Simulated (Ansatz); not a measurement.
# Mg$_{2}$Ge: frozen-core PAW against all-electron methods

```
CELL_PARAMETERS angstrom
0.00000 3.18900 3.18900
3.18900 0.00000 3.18900
3.18900 3.18900 0.00000
ATOMIC_POSITIONS crystal
Mg 0.25000 0.25000 0.25000
Mg 0.75000 0.75000 0.75000
Ge 0.00000 0.00000 0.00000
```

Atoms are numbered in the order listed.

The cell is COD entry 9009014, as deposited and not checked against the literature; nothing was relaxed. It is an old determination, and later ones may differ.

Levels of theory: DFT, PBE, PAW with Ansatz's default frozen-core files, scalar-relativistic (Ansatz 0.2.0); DFT, PBE, all-electron LAPW, scalar-relativistic (Ansatz 0.2.0).

For PAW: a Γ-centred 10×10×10 k mesh, Fermi–Dirac smearing of 0.05 eV, cutoff 420 eV, no spin polarisation. LAPW targets a basis error of 0.5 meV/atom. The Ansatz runs share mesh, smearing and spin set-up. Plane-wave (PAW) pressures include the program's estimate of the Pulay term.

Stress and pressure are positive in compression.

Levels count from the top of the valence band.

PAW results:

| quantity | PAW |
| --- | --- |
| pressure (GPa) | 1.06 |
| band gap (eV) | 0.148 |
| highest filled level at K (eV) | -1.675 |
| lowest empty level at K (eV) | 0.719 |
| highest filled level at Γ (eV) | 0.000 |
| lowest empty level at Γ (eV) | 1.061 |

Question: What does LAPW (all electrons) give for the same quantities?

Answer: 
| quantity | LAPW |
| --- | --- |
| pressure (GPa) | 1.05 |
| band gap (eV) | 0.147 |
| highest filled level at K (eV) | -1.676 |
| lowest empty level at K (eV) | 0.717 |
| highest filled level at Γ (eV) | 0.000 |
| lowest empty level at Γ (eV) | 1.058 |
